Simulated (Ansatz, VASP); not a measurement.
# TiN in VASP and in Ansatz

```
Ti N
1.0
     0.00000    2.11671    2.11671
     2.11671    0.00000    2.11671
     2.11671    2.11671    0.00000
Ti N
1 1
Direct
  0.00000 0.00000 0.00000
  0.50000 0.50000 0.50000
```

Alike in both runs: functional r2SCAN; k mesh 14 × 14 × 14; occupations gaussian, width 0.1 eV; no spin polarisation.

Ansatz relaxed the structure, and its values are those at the end. VASP's run is a single point on that final structure, the one shown.

|  | VASP | Ansatz |
| --- | --- | --- |
| version | VASP 6.6.1 | Ansatz 0.2.0 |
| potentials or method | VASP PAW PBE potentials, release 64 (Ti_sv, N) | scalar-relativistic, plane waves, PAW |
| plane-wave cutoff (eV) | 520 | 500 |
| valence electrons in the cell | 17 | 17 |

```csv
,VASP,Ansatz,Ansatz less VASP
gap on the k mesh at the Fermi level (eV),none,none,-
pressure (GPa),1.3,0.0,-1.35
```

A gap of «none» marks a metal or a gap that the smearing closes.

Caveats: the PAW data sets were made with another functional, which shifts forces and pressure a little (VASP).
